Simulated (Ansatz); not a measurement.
**Single point of MnHg**

Wanted: energy, forces and, where spin is on, moments of MnHg in this cell. The cell (2 atoms) is MnHg in its deposited structure (space group Pm-3m). Source: COD entry 1522376, which need not be the ambient phase.

Computed with Ansatz 0.2.0 (DFT PBE, PAW, plane waves, scalar-relativistic, unless a step's input says otherwise).

## Step 1: The system as given

Symmetry: Pm-3m, No. 221, cubic system. The conventional cell has a = 3.315 Å, b = 3.315 Å, c = 3.315 Å, α = 90.00°, β = 90.00°, γ = 90.00°. Mn (site symmetry m-3m) has 8 Hg at 2.87 Å as nearest neighbours. Around Hg (site symmetry m-3m) lie 8 Mn at 2.87 Å.

Structure file:

```cif
data_structure
_symmetry_space_group_name_H-M 'P 1'
_symmetry_Int_Tables_number 1
_cell_length_a 3.3150
_cell_length_b 3.3150
_cell_length_c 3.3150
_cell_angle_alpha 90.000
_cell_angle_beta 90.000
_cell_angle_gamma 90.000
_cell_volume 36.43
loop_
_atom_site_label
_atom_site_type_symbol
_atom_site_fract_x
_atom_site_fract_y
_atom_site_fract_z
_atom_site_occupancy
Mn1 Mn 0.50000 0.50000 0.50000 1
Hg1 Hg 0.00000 0.00000 0.00000 1
```

Labels such as Hg2 number the atoms in the order of the input file.

The search for lower states is off throughout, and inputs that name a mixer don't switch to direct minimisation unless they say so. Spin is collinear, with starting moments Mn1 4.50 μB. β is the mixing step of the charge; the magnetisation has a step of its own, which the program sets unless it is named.

## Step 2: Running it

input.yaml reads:

```yaml
crystal:
  lattice:
    - [3.315, 0.0, 0.0]
    - [0.0, 3.315, 0.0]
    - [0.0, 0.0, 3.315]
  atoms:
    - { symbol: Mn, position: [0.5, 0.5, 0.5], spin: 4.5 }
    - { symbol: Hg, position: [0.0, 0.0, 0.0] }
magnetization:
  spin_polarized: true
hamiltonian:
  xc: pbe
  pseudopotentials: { kind: paw }
basis:
  ecutwfc: 420
kpoints:
  mp_grid: { grid: [9, 9, 9] }
scf:
  occupations: { method: fixed }
  lower_state_search: "off"
  max_iter: 80
output:
  forces: true
  stress: true
```

Command:

```bash
$ ansatz run input.yaml --threads 2 --pin off --max-ram 5120MiB --backend cpu --events-out ev --progress --plain --runs-dir out
```

Log:

```text
Error: inconsistent input (scf.occupations.method, magnetization): a σ = 0 step fill (method: fixed, or a smearing width below the step floor) cannot realise an odd electron count (35) without a locked total moment — the per-k integer fill puts the same N_el/2 bands in each spin channel; set magnetization.spin_polarized: true with magnetization.spin_locking.lock_magnetization: hard and an odd magnetization.initial_magnetization (the unpaired electron then fills one channel), or use a smearing method with a finite width, such as fermi_dirac
```

It took 0.06 s on 2 threads of Arm Neoverse V1, shared host; peak memory 0.077 GiB.

## Step 3: Reading the log

The input was refused before the first iteration. Its message: inconsistent input (scf.occupations.method, magnetization): a σ = 0 step fill (method: fixed, or a smearing width below the step floor) cannot realise an odd electron count (35) without a locked total moment — the per-k integer fill puts the same N_el/2 bands in each spin channel; [...]

Changes to try, each on the first input: Fermi–Dirac smearing of 0.1 eV; back to the default settings.

## Step 4: Fermi–Dirac smearing of 0.1 eV

Edit input.yaml of step 2 so:

```diff
@@ -18,3 +18,3 @@
 scf:
-  occupations: { method: fixed }
+  occupations: { method: fermi_dirac, width: 0.1 }
   lower_state_search: "off"
```

Command:

```bash
$ ansatz run input.yaml --threads 2 --pin off --max-ram 5120MiB --backend cpu --events-out ev --progress --plain --runs-dir out
```

Log:

```text
Engine: ansatz 0.2.0, aarch64-unknown-linux-gnu
Pseudopotentials: kind: paw
Pseudopotential: Mn, paw, valence charge 15, recommended cutoff 420 eV (normal), Mn.paw.azcp
Pseudopotential: Hg, paw, valence charge 20, recommended cutoff 420 eV (normal), Hg.paw.azcp
Functional definition: PBE
  parameter kappa = 0.804
  parameter beta = 0.06672455060314922
  exchange = pbe_x(kappa = kappa, mu = beta*pi^2/3)
  correlation = pbe_c(beta = beta)
Crystal: 2 atoms, lattice volume = 36.429 Å³
Basis set: ecut = 420 eV, 739 PW (Γ), exchange–correlation on 48×48×48 points (8 copies of the dense FFT grid, shifted against one another)
Bands: 24, of which v1, the nominal top of the filled ones, is band 18 counted from 1 (17 counted from 0)
Symmetry: 48 space group operations
Space group: Pm-3m (ITA 221), of the structure as read, at distance tolerance 3.3e-5 Å
Magnetic group: BNS 221.92 (UNI 1594), of the structure as read, at distance tolerance 3.3e-5 Å
k-points: 35 of 729
Non-local potential: Mn, projectors of the file, l = 0: 3, l = 1: 2, l = 2: 3, l = 3: 1
Non-local potential: Hg, projectors of the file, l = 0: 3, l = 1: 2, l = 2: 2, l = 3: 1
PAW form: soft (Blöchl's): semilocal exchange-correlation on the pseudo side does not see the compensation charge
PAW one-centre angular grid: Mn, 590 points (default); XC on 64 Gauss nodes
PAW one-centre angular grid: Hg, 590 points (default); XC on 64 Gauss nodes
Initial density: superposition of atomic densities (chi_scale 0.1, normalization cell)
Starting moments: Σ|m| = 4.5 μB on 1 of 2 sites
Initial wavefunctions: pseudopotential atomic-orbital guess
Functional: x = pbe(κ = 0.804, μ = 0.2195149727645171), c = pbe(β = 0.06672455060314922)
SCF iter   1: F=—  HF=-17712.508863 eV  |F-HF|=—  |Δ(HF+E_count)|=         —  Δρ=7.77e-2 (↑3.49e-2 ↓7.77e-2)  dr2=5.42e0  dr2_m=2.50e-1  M=3.686 μB ∫|m|=3.850 μB  β_m=0.30  ethr=3.10e-3  ⟨swp⟩=4.4  Hψ=6084  notcnv=0
preconditioner: auto → Kerker (q_TF=auto, 2.710 Å⁻¹)  [metal: Δε(μ)=0.022 eV  Ē_g=9.842 eV  σ=0.100 eV  W_gap=0.06  n_scr=18 (ndim 8)  ℏωp=26.8 eV  f_vac=0.000  D(μ)=2.53/eV (n_scr^D=26)]
spin=Collinear: Kerker preconditioning applied to the charge; magnetization (m = ρ↑ − ρ↓) channel mixes plain (no charge-response kernel on spin).
SCF iter   2: F=—  HF=-17711.811365 eV  |F-HF|=—  |Δ(HF+E_count)|=   6.97e-1  Δρ=3.27e-2 (↑2.34e-2 ↓3.27e-2)  dr2=8.16e-1  dr2_m=1.68e-1  M=3.849 μB ∫|m|=4.059 μB  β_m=0.30  ethr=3.10e-3  ⟨swp⟩=2.3  Hψ=3011  notcnv=0  defer=24
Mixer restart at iter 2: flushing history
spin-set hold released at iteration 2 (the charge has settled, or the pull on large starting moments outlasts its swing): the magnetisation degrees of freedom join the quasi-Newton model from the next iteration; the mixer history was flushed
SCF iter   3: F=—  HF=-17711.710867 eV  |F-HF|=—  |Δ(HF+E_count)|=   1.00e-1  Δρ=2.09e-2 (↑1.85e-2 ↓2.09e-2)  dr2=3.60e-1  dr2_m=8.47e-2  M=3.853 μB ∫|m|=4.076 μB  β_m=0.61  ethr=2.33e-3  ⟨swp⟩=1.6  Hψ=2237  notcnv=0  defer=21
SCF iter   4: F=—  HF=-17711.623312 eV  |F-HF|=—  |Δ(HF+E_count)|=   8.76e-2  Δρ=4.76e-3 (↑3.59e-3 ↓4.76e-3)  dr2=2.93e-2  dr2_m=5.44e-4  M=3.831 μB ∫|m|=4.087 μB  β_m=0.60  ethr=1.03e-3  ⟨swp⟩=2.3  Hψ=2800  notcnv=0  defer=21
SCF iter   5: F=—  HF=-17711.619848 eV  |F-HF|=—  |Δ(HF+E_count)|=   3.46e-3  Δρ=3.15e-3 (↑3.15e-3 ↓2.98e-3)  dr2=8.59e-3  dr2_m=7.17e-5  M=3.847 μB ∫|m|=4.105 μB  β_m=0.69  ethr=8.37e-5  ⟨swp⟩=2.1  Hψ=2710  notcnv=0  defer=20
SCF iter   6: F=—  HF=-17711.619260 eV  |F-HF|=—  |Δ(HF+E_count)|=   5.89e-4  Δρ=1.15e-3 (↑8.40e-4 ↓1.15e-3)  dr2=7.42e-4  dr2_m=5.66e-5  M=3.847 μB ∫|m|=4.107 μB  β_m=0.79  ethr=2.45e-5  ⟨swp⟩=2.0  Hψ=1992  notcnv=0  defer=20
SCF iter   7: F=—  HF=-17711.619282 eV  |F-HF|=—  |Δ(HF+E_count)|=   2.27e-5  Δρ=4.30e-4 (↑4.30e-4 ↓2.12e-4)  dr2=1.06e-4  dr2_m=1.35e-5  M=3.848 μB ∫|m|=4.109 μB  β_m=0.90  ethr=2.12e-6  ⟨swp⟩=2.8  Hψ=2853  notcnv=0  defer=20
SCF iter   8: F=—  HF=-17711.619280 eV  |F-HF|=—  |Δ(HF+E_count)|=   2.69e-6  Δρ=1.14e-4 (↑4.84e-5 ↓1.14e-4)  dr2=4.16e-6  dr2_m=1.15e-6  M=3.851 μB ∫|m|=4.112 μB  β_m=0.95  ethr=3.02e-7  ⟨swp⟩=1.8  Hψ=1803  notcnv=0  defer=20
SCF iter   9: F=—  HF=-17711.619283 eV  |F-HF|=—  |Δ(HF+E_count)|=   3.64e-6  Δρ=3.57e-5 (↑1.41e-5 ↓3.57e-5)  dr2=7.13e-7  dr2_m=6.00e-8  M=3.851 μB ∫|m|=4.112 μB  β_m=0.97  ethr=1.19e-8  ⟨swp⟩=2.4  Hψ=2771  notcnv=0  defer=20
SCF iter  10: F=-17711.619283 eV  HF=-17711.619283 eV  |F-HF|=5.46e-11  |Δ(HF+E_count)|=   5.42e-9  Δρ=4.81e-6 (↑2.42e-6 ↓4.81e-6)  dr2=9.76e-9  dr2_m=1.58e-9  M=3.852 μB ∫|m|=4.112 μB  ethr=2.86e-10  ⟨swp⟩=3.0  Hψ=5616  notcnv=0
SCF 1 converged in 10 iterations: F = -17711.619283 eV  dr2 = 9.76e-9
SCF converged after 10 iterations
Magnetization: 3.8515 μB (19.4258 up, 15.5742 down)
Absolute magnetization: 4.1167 μB (∫|ρ↑−ρ↓|, with the PAW one-centre terms)
Spin contamination: 0.1447 ħ² per cell (⟨S²⟩ above its minimum at these occupations)
Per-site moments (μB) at R_I (Å): [(3.8364251287284126, 1.1842356130874832), (-0.029319800061500673, 1.1842356130874832)]
Free energy (F): -17711.619283 eV
Harris-Foulkes:  -17711.619283 eV  (|F-HF|=5.46e-11)
Internal energy: -17711.564478 eV  (E = F + TS)
E sigma→0 (E₀):  -17711.591881 eV
Entropy (-TS):   -0.054805 eV (-27.403 meV/atom)
Fermi energy:    16.248720 eV
--- Per-component energies (eV) ---
  E_band       = -595.333403
  E_kinetic    = 904.721356
  E_local      = -4249.789956  (includes V_loc(G=0)·N_el)
  E_nonlocal   = 320.546834
  E_hartree    = 1791.020159
  E_xc         = -332.833001
  E_vxc        = -406.162426  (∫ρ·V_xc dr)
  E_paw        = -11248.759528  (= ΣΔE_a)
  E_vpaw       = -746.688032  (= ΣTr[D̂ρ^β])
  E_aug_tail   = 0.000976  (compensation charges beyond the density's cutoff)
  E_ewald      = -4896.471318
  E_smearing   = -0.054805  (= −TS)
  E_closure    = -0.000000  (closes the sum)
  Σ components = -17711.619283   (vs F -17711.619283, Δ=0.00e0)
--- Forces (eV/Å), atoms counted from 1 ---
  atom   1  Mn     0.00000000     0.00000000     0.00000000
  atom   2  Hg    -0.00000000     0.00000000     0.00000000
  max |Σ_I F_I| component: 1.16e-29 eV/Å
--- Stress (GPa, compression-positive) ---
        0.115370      -0.000000       0.000000
        0.000000       0.115370       0.000000
        0.000000       0.000000       0.115370
  P = ⅓ Tr σ = 0.1154 GPa (1.154 kbar)
```

It took 2.1 s on 2 threads of Arm Neoverse V1, shared host; peak memory 0.32 GiB.

The run closes after 10 iterations, ferromagnetic, site moments Mn1 3.84 μB, total 3.85 μB per cell, no gap on the k-mesh.

## Step 5: Back to the default settings

Edit input.yaml of step 2 so:

```diff
@@ -18,5 +18,4 @@
 scf:
-  occupations: { method: fixed }
+  occupations: { method: fermi_dirac, width: 0.1 }
   lower_state_search: "off"
-  max_iter: 80
 output:
@@ -24 +23,5 @@
   stress: true
+  write_density: true
+  write_potential: true
+  elf: true
+  volumetric_format: npy
```

Command:

```bash
$ ansatz run input.yaml --threads 2 --pin off --max-ram 5120MiB --backend cpu --events-out ev --progress --plain --runs-dir out
```

Its history (converged in 10 iterations):

| iteration | Harris–Foulkes energy + 17713 (eV) | largest residual (eV) | M (μB) | ∫|m| (μB) |
| --- | --- | --- | --- | --- |
| 1 | 0.4911 | 5.42e+00 | 3.69 | 3.85 |
| 2 | 1.1886 | 8.16e-01 | 3.85 | 4.06 |
| 3 | 1.2891 | 3.60e-01 | 3.85 | 4.08 |
| 4 | 1.3767 | 2.93e-02 | 3.83 | 4.09 |
| 5 | 1.3802 | 8.59e-03 | 3.85 | 4.11 |
| 6 | 1.3807 | 7.42e-04 | 3.85 | 4.11 |
| 7 | 1.3807 | 1.06e-04 | 3.85 | 4.11 |
| 8 | 1.3807 | 4.16e-06 | 3.85 | 4.11 |
| 9 | 1.3807 | 7.13e-07 | 3.85 | 4.11 |
| 10 | 1.3807 | 9.76e-09 | 3.85 | 4.11 |

It took 2.7 s on 2 threads of Arm Neoverse V1, shared host; peak memory 0.33 GiB.

The run closes after 10 iterations, ferromagnetic, site moments Mn1 3.84 μB, total 3.85 μB per cell, no gap on the k-mesh. Against step 4: the same free energy.

## Step 6: All tries on one scale

Decimal logarithm of the largest residual (eV) by iteration, counted through all cycles of a run:

```csv
iteration,step 4,step 5
1,0.7,0.7
2,-0.1,-0.1
3,-0.4,-0.4
4,-1.5,-1.5
5,-2.1,-2.1
6,-3.1,-3.1
7,-4.0,-4.0
8,-5.4,-5.4
9,-6.1,-6.1
10,-8.0,-8.0
```

## Step 7: What came out

| quantity | value |
| --- | --- |
| first try | input refused |
| step 4: Fermi–Dirac smearing of 0.1 eV | converged in 10 iterations |
| step 5: the default settings | converged in 10 iterations |
| state reached in step 4 | ferromagnetic, site moments Mn1 3.84 μB, total 3.85 μB per cell, no gap on the k-mesh |
| largest force there | 0.000 eV/Å |

In words: The cell holds one magnetic atom, so only a ferromagnet fits, whatever order the real compound takes. The run converges under 2 of the 2 changes tried; with “Fermi–Dirac smearing of 0.1 eV” it takes 10 iterations.
